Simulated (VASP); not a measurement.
A run of VASP 6.6.1 is set up as follows.

Contents of INCAR:

```
PREC     = Accurate       # precision mode
ENCUT    = 520            # plane-wave cutoff, eV
EDIFF    = 1E-6           # SCF threshold, eV
ISMEAR   = 1              # smearing method
SIGMA    = 0.1            # smearing width, eV
LREAL    = F              # projectors in reciprocal space
LASPH    = T              # aspherical terms in the spheres
NELM     = 150            # most SCF steps
ALGO     = Normal         # electronic algorithm
ISIF     = 2              # what is computed and relaxed
LWAVE    = F              # write WAVECAR
LCHARG   = T              # write CHGCAR
ISPIN    = 2              # spin polarisation
MAGMOM   = 1              # initial moments
LORBIT   = 11             # projections on sites
LMAXMIX  = 6              # l up to which the mixer works
GGA      = PS             # functional
LELF     = T              # ELF
LVHAR    = T            
NBANDS   = 16             # bands
```

Contents of KPOINTS:

```
regular mesh
0
Gamma
  8 8 8
```

Contents of POSCAR:

```
Ce
1.0
   -1.8291098049      1.8291098049      1.8291098049
    1.8291098049     -1.8291098049      1.8291098049
    1.8291098049      1.8291098049     -1.8291098049
Ce
1
Direct
    0.0000000000      0.0000000000      0.0000000000
```

Potentials or basis: VASP PAW PBE potentials, release 64 (Ce).

Launch:

```sh
$ cat potpaw_PBE.64/Ce/POTCAR > POTCAR
$ mpirun -np 1 vasp_std > vasp.out
```

Q: Estimate the band gap on the k mesh.

A: None (metal or under the smearing width).

Q: Estimate the net moment.

A: 0.00 μB per cell.

Q: Estimate the pressure.

A: -0.1 GPa.

Caveat: the magnetic or orbital state may not be the lowest; the PAW data sets were made with another functional, which shifts forces and pressure a little; spin-orbit coupling is left out, which moves the levels of the heavy elements. The state reached can hang on the start; a lower one may exist.
